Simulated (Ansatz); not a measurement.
Starting structure, Ti put at a top Si site (Si, Fd-3m (No. 227), (1 0 0) face):

```xyz
7
Lattice="3.8417 0.0000 0.0000 0.0000 3.8417 0.0000 0.0000 0.0000 25.7913" Properties=species:S:1:pos:R:3 pbc="T T T"
Si    0.0000    1.9209    8.5000
Si    0.0000    0.0000    9.8583
Si    1.9209    0.0000   11.2165
Si    1.9209    1.9209   12.5668
Si    0.0000    1.9209   13.9273
Si    0.0000    0.0000   15.2590
Ti    0.0000    0.0000   17.9790
```

All numbers below come from DFT PBEsol, scalar-relativistic, plane waves, PAW (Ansatz 0.2.0). Cutoff 420 eV; k points 8×8×1 on the computed 7-atom cell (Γ-centred); Gaussian smearing, width 0.05 eV; collinear spin from starting moments 0 0 0 0 0 0 2 μB. The cell repeats along c with a dipole correction in the vacuum.

Atoms 1, 2, 3 (counted from 1) are held. The cell is fixed. Force threshold 0.03 eV/Å.

(1) Where does it end?

The end is the local minimum or symmetric point that this start leads to. The slab is only 6.8 Å thick, so the energy isn't converged with thickness.

Results:

(1) The energy falls by 0.200 eV in 5 steps, to:

```
CELL_PARAMETERS angstrom
3.84172 0.00000 0.00000
0.00000 3.84172 0.00000
0.00000 0.00000 25.79126
ATOMIC_POSITIONS crystal
Si 0.00000 0.50000 0.32957
Si 0.00000 0.00000 0.38223
Si 0.50000 0.00000 0.43490
Si 0.50000 0.50000 0.48724
Si 0.00000 0.50000 0.54053
Si 0.00000 0.00000 0.59240
Ti 0.00000 0.00000 0.68693
```

Cost: 1 run of about 2.6 core-minutes, on Intel Xeon 6975P-C (Granite Rapids) (shared hosts).